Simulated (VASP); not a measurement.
# ZnAu: Zn into a neighbouring Zn vacancy, part 4 of 4

How hard is this move in ZnAu: Zn into a neighbouring Zn vacancy? Both ends are relaxed first, then a band of images between them. The start is a cell from a database of measured crystal structures.

VASP 6.6.1; PBE; plane waves and PAW (Au, Zn).

So far. Step 3 (Relax the start): The run ended after 6 ionic steps, 0.111 eV below its first step, once the forces on the free atoms met EDIFFG = -0.05. Step 4 (Relax the end): The run ended after 7 ionic steps, 0.151 eV below its first step, once the forces on the free atoms met EDIFFG = -0.05.

### 5. Nudged elastic band

Images on a straight line between the ends relax across the path, while springs keep them spaced along it.

Input file INCAR:

```
SYSTEM = Zn15Au16
PREC = Normal
ENCUT = 280
EDIFF = 1E-05
NELM = 120
ISMEAR = 1
SIGMA = 0.15
LREAL = Auto
ALGO = Fast
GGA = PE
NBANDS = 210
LASPH = .TRUE.
LWAVE = .FALSE.
LCHARG = .FALSE.
NCORE = 2
IMAGES = 3
SPRING = -5
IBRION = 1
POTIM = 0.3
NSW = 60
EDIFFG = -0.05
ISYM = 0
ISIF = 0
```

Input file POSCAR:

```
Zn15Au16
1.0
    0.0000000000      6.3615771070      6.3615771070
    6.3615771070      0.0000000000      6.3615771070
    6.3615771070      6.3615771070      0.0000000000
Au Zn
16 15
Direct
    0.0028175360      0.0014765533      0.0018717440
    0.4980519867      0.9999344402      0.0004574106
    0.0008956829      0.4951785958      0.0025182681
    0.0020246291      0.0002257147      0.4960291229
    0.2487554773      0.2462121404      0.2486173648
    0.4994522057      0.5005373529      0.9995385891
    0.4985755447      0.0005636770      0.4998684824
    0.7563259185      0.2471397465      0.2495917809
    0.9988924317      0.5005660644      0.4975047936
    0.2482540881      0.7540018501      0.2489067918
    0.2464767358      0.2501053915      0.7549048168
    0.4984703341      0.5002651841      0.5031344274
    0.7503056408      0.7497215972      0.2481633295
    0.7470728662      0.2509962700      0.7510807165
    0.2497443885      0.7517097666      0.7493916050
    0.7505717748      0.7485486409      0.7504588177
    0.6260132606      0.1255715449      0.1255531222
    0.1259645817      0.6243843928      0.1237020506
    0.1231590356      0.1269116444      0.6254323450
    0.3752310096      0.3748461423      0.3755131071
    0.6242421690      0.6229799019      0.1266301270
    0.6238978999      0.1244356693      0.6247783206
    0.8780101126      0.3700329179      0.3725548208
    0.1237238417      0.6249279375      0.6250871506
    0.3720037743      0.8781427256      0.3704677000
    0.3695793316      0.3707931866      0.8803840968
    0.6250973156      0.6263363404      0.6244543825
    0.8777367492      0.8782355693      0.3715538849
    0.8776401948      0.3711670744      0.8789833663
    0.3718460688      0.8796323006      0.8782736175
    0.8759819171      0.8758028003      0.8739938602
```

Input file KPOINTS:

```
Automatic mesh
0
Gamma
3 3 3
0 0 0
```

Input file 00/POSCAR:

```
Zn15Au16
1.0
    0.0000000000      6.3615771070      6.3615771070
    6.3615771070      0.0000000000      6.3615771070
    6.3615771070      6.3615771070      0.0000000000
Au Zn
16 15
Direct
    0.0028175360      0.0014765533      0.0018717440
    0.4980519867      0.9999344402      0.0004574106
    0.0008956829      0.4951785958      0.0025182681
    0.0020246291      0.0002257147      0.4960291229
    0.2487554773      0.2462121404      0.2486173648
    0.4994522057      0.5005373529      0.9995385891
    0.4985755447      0.0005636770      0.4998684824
    0.7563259185      0.2471397465      0.2495917809
    0.9988924317      0.5005660644      0.4975047936
    0.2482540881      0.7540018501      0.2489067918
    0.2464767358      0.2501053915      0.7549048168
    0.4984703341      0.5002651841      0.5031344274
    0.7503056408      0.7497215972      0.2481633295
    0.7470728662      0.2509962700      0.7510807165
    0.2497443885      0.7517097666      0.7493916050
    0.7505717748      0.7485486409      0.7504588177
    0.6260132606      0.1255715449      0.1255531222
    0.1259645817      0.6243843928      0.1237020506
    0.1231590356      0.1269116444      0.6254323450
    0.3752310096      0.3748461423      0.3755131071
    0.6242421690      0.6229799019      0.1266301270
    0.6238978999      0.1244356693      0.6247783206
    0.8780101126      0.3700329179      0.3725548208
    0.1237238417      0.6249279375      0.6250871506
    0.3720037743      0.8781427256      0.3704677000
    0.3695793316      0.3707931866      0.8803840968
    0.6250973156      0.6263363404      0.6244543825
    0.8777367492      0.8782355693      0.3715538849
    0.8776401948      0.3711670744      0.8789833663
    0.3718460688      0.8796323006      0.8782736175
    0.8759819171      0.8758028003      0.8739938602
```

Input file 01/POSCAR:

```
Zn15Au16
1.0
    0.0000000000      6.3615771070      6.3615771070
    6.3615771070      0.0000000000      6.3615771070
    6.3615771070      6.3615771070      0.0000000000
Au Zn
16 15
Direct
    0.0017387682      0.0008617793      0.0020459892
    0.4979267381      0.9996479796      0.0010453263
    0.0004071334      0.4962156862      0.0025073452
    0.0013034222      0.0011765309      0.4969843430
    0.2472203541      0.2474797372      0.2498242790
    0.4992987110      0.5006044485      0.9999929718
    0.4986338142      0.0006023953      0.5000782813
    0.7549793083      0.2483040736      0.2500351327
    0.9984964463      0.4998731099      0.4979049788
    0.2484509089      0.7529417661      0.2495762897
    0.2476585401      0.2493127366      0.7544466000
    0.5005906594      0.4989390746      0.5017737166
    0.7503984293      0.7485974907      0.2491858045
    0.7480859724      0.2510679459      0.7497554658
    0.2496510867      0.7510422178      0.7496957986
    0.7502494535      0.7486323814      0.7504076040
    0.6251894723      0.1258886470      0.1254816353
    0.1245008914      0.6233260509      0.1251127034
    0.1226511868      0.1272098125      0.6249477560
    0.3745502042      0.3747842895      0.3759636442
    0.6254492462      0.6224114705      0.1270610917
    0.6253301367      0.1248888830      0.6242228607
    0.9383463418      0.3097207281      0.3121079276
    0.1242347041      0.6245583264      0.6251327698
    0.3729920469      0.8769091411      0.3720264853
    0.3713083135      0.3715388496      0.8791325210
    0.6257368128      0.6248679563      0.6237962534
    0.8766395160      0.8774126985      0.3728020615
    0.8771745106      0.3719347881      0.8779463320
    0.3722558736      0.8781231256      0.8777600408
    0.8751732306      0.8757854606      0.8744963461
```

Input file 02/POSCAR:

```
Zn15Au16
1.0
    0.0000000000      6.3615771070      6.3615771070
    6.3615771070      0.0000000000      6.3615771070
    6.3615771070      6.3615771070      0.0000000000
Au Zn
16 15
Direct
    0.0006600003      0.0002470053      0.0022202344
    0.4978014894      0.9993615190      0.0016332421
   -0.0000814162      0.4972527766      0.0024964222
    0.0005822153      0.0021273471      0.4979395630
    0.2456852309      0.2487473340      0.2510311933
    0.4991452162      0.5006715440      1.0004473545
    0.4986920836      0.0006411136      0.5002880802
    0.7536326981      0.2494684008      0.2504784845
    0.9981004610      0.4991801555      0.4983051640
    0.2486477298      0.7518816822      0.2502457876
    0.2488403444      0.2485200817      0.7539883832
    0.5027109848      0.4976129650      0.5004130059
    0.7504912178      0.7474733842      0.2502082795
    0.7490990785      0.2511396218      0.7484302151
    0.2495577849      0.7503746690      0.7499999921
    0.7499271323      0.7487161220      0.7503563902
    0.6243656840      0.1262057492      0.1254101484
    0.1230372012      0.6222677090      0.1265233562
    0.1221433379      0.1275079806      0.6244631669
    0.3738693988      0.3747224368      0.3764141814
    0.6266563235      0.6218430392      0.1274920564
    0.6267623735      0.1253420966      0.6236674008
    0.9986825710      0.2494085383      0.2516610345
    0.1247455664      0.6241887152      0.6251783890
    0.3739803194      0.8756755566      0.3735852705
    0.3730372953      0.3722845126      0.8778809452
    0.6263763099      0.6233995723      0.6231381244
    0.8755422828      0.8765898278      0.3740502382
    0.8767088263      0.3727025018      0.8769092978
    0.3726656783      0.8766139506      0.8772464642
    0.8743645440      0.8757681208      0.8749988320
```

Input file 03/POSCAR:

```
Zn15Au16
1.0
    0.0000000000      6.3615771070      6.3615771070
    6.3615771070      0.0000000000      6.3615771070
    6.3615771070      6.3615771070      0.0000000000
Au Zn
16 15
Direct
   -0.0004187675     -0.0003677687      0.0023944795
    0.4976762408      0.9990750584      0.0022211578
   -0.0005699657      0.4982898671      0.0024854993
   -0.0001389917      0.0030781634      0.4988947830
    0.2441501077      0.2500149308      0.2522381076
    0.4989917214      0.5007386396      1.0009017372
    0.4987503531      0.0006798318      0.5004978790
    0.7522860879      0.2506327280      0.2509218363
    0.9977044756      0.4984872010      0.4987053493
    0.2488445506      0.7508215982      0.2509152854
    0.2500221487      0.2477274268      0.7535301664
    0.5048313101      0.4962868555      0.4990522952
    0.7505840062      0.7463492776      0.2512307545
    0.7501121847      0.2512112976      0.7471049644
    0.2494644831      0.7497071202      0.7503041856
    0.7496048110      0.7487998626      0.7503051765
    0.6235418956      0.1265228514      0.1253386616
    0.1215735110      0.6212093671      0.1279340090
    0.1216354890      0.1278061488      0.6239785778
    0.3731885933      0.3746605840      0.3768647186
    0.6278634008      0.6212746078      0.1279230212
    0.6281946102      0.1257953102      0.6231119408
    1.0590188001      0.1890963485      0.1912141414
    0.1252564288      0.6238191041      0.6252240082
    0.3749685920      0.8744419721      0.3751440558
    0.3747662772      0.3730301755      0.8766293695
    0.6270158070      0.6219311882      0.6224799954
    0.8744450497      0.8757669570      0.3752984148
    0.8762431420      0.3734702156      0.8758722636
    0.3730754830      0.8751047757      0.8767328875
    0.8735558575      0.8757507810      0.8755013179
```

Input file 04/POSCAR:

```
Zn15Au16
1.0
    0.0000000000      6.3615771070      6.3615771070
    6.3615771070      0.0000000000      6.3615771070
    6.3615771070      6.3615771070      0.0000000000
Au Zn
16 15
Direct
   -0.0014975354     -0.0009825427      0.0025687247
    0.4975509922      0.9987885978      0.0028090735
   -0.0010585153      0.4993269575      0.0024745763
   -0.0008601986      0.0040289796      0.4998500031
    0.2426149845      0.2512825276      0.2534450218
    0.4988382267      0.5008057352      1.0013561199
    0.4988086226      0.0007185501      0.5007076779
    0.7509394777      0.2517970551      0.2513651881
    0.9973084902      0.4977942466      0.4991055345
    0.2490413714      0.7497615142      0.2515847833
    0.2512039530      0.2469347719      0.7530719496
    0.5069516354      0.4949607460      0.4976915844
    0.7506767947      0.7452251711      0.2522532295
    0.7511252908      0.2512829735      0.7457797137
    0.2493711813      0.7490395714      0.7506083792
    0.7492824897      0.7488836031      0.7502539628
    0.6227181073      0.1268399535      0.1252671747
    0.1201098207      0.6201510252      0.1293446618
    0.1211276402      0.1281043169      0.6234939888
    0.3725077879      0.3745987312      0.3773152557
    0.6290704780      0.6207061764      0.1283539859
    0.6296268470      0.1262485239      0.6225564809
    1.1193550293      0.1287841587      0.1307672482
    0.1257672912      0.6234494930      0.6252696274
    0.3759568646      0.8732083876      0.3767028410
    0.3764952590      0.3737758385      0.8753777937
    0.6276553042      0.6204628042      0.6218218663
    0.8733478165      0.8749440862      0.3765465914
    0.8757774578      0.3742379293      0.8748352293
    0.3734852878      0.8735956007      0.8762193108
    0.8727471710      0.8757334413      0.8760038038
```

PAW data sets: Au and Zn (PBE family, release 64).

On the command line:

```sh
$ mpirun -np 6 vasp_std
```

What it wrote:

```text
[banner, memory and clock lines left out]
running    6 mpi-ranks, on    1 nodes
 each image running on    2 cores
 distrk:  each k-point on    2 cores,    1 groups
 distr:  one band on    2 cores,    1 groups

 POSCAR found type information on POSCAR AuZn
 01/POSCAR found :  2 types and      31 ions
 LDA part: xc-table for (Slater+PW92), standard interpolation
 POSCAR found type information on POSCAR AuZn
 00/POSCAR found :  2 types and      31 ions
 POSCAR found type information on POSCAR AuZn
 04/POSCAR found :  2 types and      31 ions
 POSCAR, INCAR and KPOINTS ok, starting setup
 FFT: planning ... GRIDC
 FFT: planning ... GRID_SOFT
 FFT: planning ... GRID
 WAVECAR not read
 entering main loop
       N       E                     dE             d eps       ncg     rms          rms(c)
DAV:   1     0.287354989545E+04    0.28735E+04   -0.10758E+05  5880   0.145E+03
DAV:   2     0.318118294097E+03   -0.25554E+04   -0.24294E+04  5880   0.407E+02
DAV:   3    -0.609899153261E+02   -0.37911E+03   -0.35300E+03  6054   0.143E+02
DAV:   4    -0.799902398972E+02   -0.19000E+02   -0.18608E+02  6392   0.366E+01
DAV:   5    -0.802973267434E+02   -0.30709E+00   -0.30631E+00  6272   0.406E+00    0.303E+01
RMM:   6    -0.738883525646E+02    0.64090E+01   -0.20883E+01  5880   0.119E+01    0.199E+01
RMM:   7    -0.735735358004E+02    0.31482E+00   -0.17350E+00  5880   0.270E+00    0.100E+01
RMM:   8    -0.734774325495E+02    0.96103E-01   -0.28123E-01  5880   0.133E+00    0.975E-01
RMM:   9    -0.734697908071E+02    0.76417E-02   -0.44642E-02  5888   0.548E-01    0.293E-01
RMM:  10    -0.734707691829E+02   -0.97838E-03   -0.13377E-02  5912   0.240E-01    0.338E-01
RMM:  11    -0.734705555184E+02    0.21366E-03   -0.26647E-03  5883   0.136E-01    0.161E-01
RMM:  12    -0.734705354057E+02    0.20113E-04   -0.90656E-04  5887   0.776E-02    0.369E-02
RMM:  13    -0.734705450118E+02   -0.96061E-05   -0.23456E-04  6001   0.344E-02    0.327E-02
RMM:  14    -0.734705442785E+02    0.73328E-06   -0.36316E-05  4193   0.138E-02
   1 F= -.73470544E+02 E0= -.73465022E+02  d E =-.734705E+02
 BRION: g(F)=  0.269E+01 g(S)=  0.000E+00
 bond charge predicted
       N       E                     dE             d eps       ncg     rms          rms(c)
DAV:   1    -0.737466928369E+02   -0.27615E+00   -0.83360E+01  6012   0.148E+01    0.920E-01
RMM:   2    -0.738283872926E+02   -0.81694E-01   -0.82721E-01  5880   0.275E+00    0.964E-01
RMM:   3    -0.738404716566E+02   -0.12084E-01   -0.14302E-01  5882   0.956E-01    0.657E-01
RMM:   4    -0.738390190634E+02    0.14526E-02   -0.26280E-02  5882   0.457E-01    0.686E-01
RMM:   5    -0.738390879438E+02   -0.68880E-04   -0.22966E-02  5880   0.304E-01    0.417E-01
RMM:   6    -0.738383449041E+02    0.74304E-03   -0.27182E-03  5899   0.155E-01    0.289E-01
RMM:   7    -0.738373786338E+02    0.96627E-03   -0.16765E-03  5879   0.869E-02    0.153E-01
RMM:   8    -0.738372358581E+02    0.14278E-03   -0.97295E-04  5878   0.626E-02    0.110E-01
RMM:   9    -0.738372471521E+02   -0.11294E-04   -0.17055E-04  5936   0.340E-02    0.814E-02
RMM:  10    -0.738372438815E+02    0.32706E-05   -0.50415E-05  4577   0.197E-02
   2 F= -.73837244E+02 E0= -.73832254E+02  d E =-.366700E+00
[... from here on, the cycles between the ionic steps are left out ...]
   3 F= -.74124249E+02 E0= -.74119836E+02  d E =-.287005E+00
   4 F= -.74201970E+02 E0= -.74197668E+02  d E =-.777211E-01
   5 F= -.74247597E+02 E0= -.74243254E+02  d E =-.456264E-01
   6 F= -.74303106E+02 E0= -.74298645E+02  d E =-.555096E-01
   7 F= -.74336333E+02 E0= -.74331734E+02  d E =-.332267E-01
   8 F= -.74356577E+02 E0= -.74351870E+02  d E =-.202442E-01
   9 F= -.74368637E+02 E0= -.74363876E+02  d E =-.120594E-01
  10 F= -.74377690E+02 E0= -.74372915E+02  d E =-.905302E-02
  11 F= -.74387080E+02 E0= -.74382305E+02  d E =-.939026E-02
  12 F= -.74393781E+02 E0= -.74389017E+02  d E =-.670085E-02
  13 F= -.74401652E+02 E0= -.74396902E+02  d E =-.787078E-02
  14 F= -.74408955E+02 E0= -.74404226E+02  d E =-.730296E-02
  15 F= -.74413052E+02 E0= -.74408331E+02  d E =-.409791E-02
  16 F= -.74416665E+02 E0= -.74411944E+02  d E =-.361274E-02
 BRION: g(F)=  0.170E-02 g(S)=  0.000E+00
 BRIONS problems: POTIM should be increased
 retain N=  1 mean eig=15.84
 eig:  15.835
 bond charge predicted
       N       E                     dE             d eps       ncg     rms          rms(c)
DAV:   1    -0.744160338245E+02    0.63669E-03   -0.60371E+00  5884   0.526E+00    0.106E-01
RMM:   2    -0.744194324428E+02   -0.33986E-02   -0.33548E-02  5881   0.502E-01    0.809E-02
RMM:   3    -0.744199073141E+02   -0.47487E-03   -0.58252E-03  5932   0.201E-01    0.751E-02
RMM:   4    -0.744198939487E+02    0.13365E-04   -0.11008E-03  5950   0.938E-02    0.693E-02
RMM:   5    -0.744197485122E+02    0.14544E-03   -0.50958E-04  5876   0.558E-02    0.340E-02
RMM:   6    -0.744198052766E+02   -0.56764E-04   -0.38304E-04  5834   0.419E-02    0.396E-02
RMM:   7    -0.744197495791E+02    0.55697E-04   -0.14205E-04  5411   0.256E-02    0.685E-03
RMM:   8    -0.744197570563E+02   -0.74772E-05   -0.91457E-05  4819   0.184E-02
  17 F= -.74419757E+02 E0= -.74415027E+02  d E =-.309188E-02
 BRION: g(F)=  0.119E-02 g(S)=  0.000E+00
 BRIONS problems: POTIM should be increased
 retain N=  1 mean eig=16.70
 eig:  16.697
 reached required accuracy - stopping structural energy minimisation
```

The job ended after 30 min (6 MPI ranks of Intel Xeon 6975P-C (Granite Rapids), shared host; peak memory 1.9 GiB).

Parts of OUTCAR (step 5):

```text
   NELECT =     356.0000    total number of electrons

  tangential force (eV/A)        -0.304223
  left and right image   0.959378  0.954288 A

  tangential force (eV/A)        -0.300292
  left and right image   0.964492  0.959628 A

 E-fermi :   6.3561

 k-point     1 :       0.0000    0.0000    0.0000
  band No.  band energies     occupation
    ...
    172       4.8239      2.00000
    173       4.8252      2.00000
    174       5.0509      2.00000
    175       5.1263      2.00000
    176       5.1272      2.00000
    177       7.1889     -0.00000
    178       7.1893     -0.00000
    179       7.2733     -0.00000
    180       8.0032     -0.00000
    181       8.7039     -0.00000
    ...

 POSITION                                       TOTAL-FORCE (eV/Angst)
 -----------------------------------------------------------------------------------
      0.06266      0.07688      0.06850        -0.020989     -0.011705     -0.009608
      6.42321      3.10798      9.46170        -0.019090      0.011525      0.014527
      3.12363     -0.15166      3.32535        -0.001280      0.060545     -0.057353
      3.12263      3.33114     -0.15084         0.001510     -0.054137      0.053440
      3.12614      3.33251      3.32183        -0.005351     -0.058264     -0.057345
      9.52526      9.53592      6.36392        -0.020677      0.014295     -0.018627
      3.16732      6.37264      3.16774        -0.025804     -0.019670      0.014406
      3.12495      6.21071      6.20686        -0.002547      0.058122      0.057139
      6.23214      9.44453      9.43930         0.016250      0.032142      0.039491
      6.42129      3.10647      6.42932        -0.019528      0.013795     -0.010580
      6.42261      6.44101      3.10167        -0.015181     -0.013564      0.011526
      6.22861      6.45793      6.45288         0.017585     -0.033398     -0.034298
      6.23350      6.45753      9.44131         0.012950     -0.034821      0.038885
      6.23173      9.44604      6.45590         0.012849      0.031635     -0.035349
      9.52465      6.37038      6.36224        -0.020777     -0.017347     -0.014553
      9.52507      9.53373      9.52909        -0.025874      0.018893      0.015641
      1.38354      4.77018      4.76616         0.033509      0.001571     -0.001215
      4.73057      1.59042      4.77799         0.012646      0.001394      0.030894
      4.73409      4.79000      1.58437         0.010650      0.026301      0.000721
      4.91602      4.77174      4.76365        -0.061941      0.000556      0.002564
      4.73225      4.75599      7.94840         0.009204     -0.028029     -0.002247
      4.73132      7.95667      4.75289         0.011962     -0.004562     -0.026873
      4.11943      7.94952      7.94761         0.238281      0.002341     -0.001816
      7.74272      4.77120      4.76546         0.031835      0.000244      0.000208
[...]
-----------------------------------------------------------------------------------
    total drift:                                0.148527     -0.006535      0.006466

  FREE ENERGIE OF THE ION-ELECTRON SYSTEM (eV)
  ---------------------------------------------------
  free  energy   TOTEN  =       -74.4197570563 eV

  energy  without entropy=      -74.4055656852  energy(sigma->0) =      -74.41502660

  tangential force (eV/A)        -0.297462
  left and right image   0.969590  0.964982 A

[... 6 parts as in an earlier step ...]

[... 8 further parts left out ...]
```

Images along the path:

```
image  path (A)  energy (eV)    Zn23: x, y, z (Å)
    0     0.000       0.0000  4.724, 7.956, 7.940
    1     0.970       0.1263  4.119, 7.950, 7.948
    2     1.935       0.3449  3.198, 7.950, 7.946
    3     2.899       0.1375  2.274, 7.950, 7.945
    4     3.867      -0.0005  1.651, 7.953, 7.940
```

Numbers from this step:

| Property | Result |
| --- | --- |
| electronic cycles | 159 |
| path length | 3.867 Å |
| barrier | 0.3449 eV |
| barrier in the reverse direction | 0.3453 eV |
| barrier from a spline through the images | 0.3449 eV |
| reaction energy | -4.64e-4 eV |

What the program prints for this run, and its count of cycles, belong to image 1; the force that counts for the threshold is the band's, across the path.

### 6. Summary of results

```yaml
hop: Zn into a neighbouring Zn vacancy
barrier: 0.345 eV
barrier_in_the_reverse_direction: 0.345 eV
barrier_from_a_spline_through_the_images: 0.345 eV
reaction_energy: -4.6e-4 eV
path_length: 3.87 Å
```

**Reading.** The barrier is 0.34 eV forwards and 0.35 eV backwards. With an attempt frequency of 10¹³ per second, taken as a typical value, this barrier gives about 10^7 hops a second at 300 K. Both ends are alike and an image sits at the midpoint, which is the saddle if the path is symmetric. The band met its force threshold after 17 steps. Cell and mesh are small and were not tested. The band started on a straight line, so other routes may lie lower.

[Lines on the potential files, build, host, timing and source positions are cut from VASP's logs without a mark.]

[Logs are printed without paths, hosts, clocks, repeated set-up lines and the standing remarks that a program may print on its own settings, such as how far it seeks lower states.]

[Hosts, paths, dates, database ids (printed as entryN), source tags and the programs' standing remarks are cut or masked in the printed files.]

[Runs that stopped without an error message from VASP are left out.]
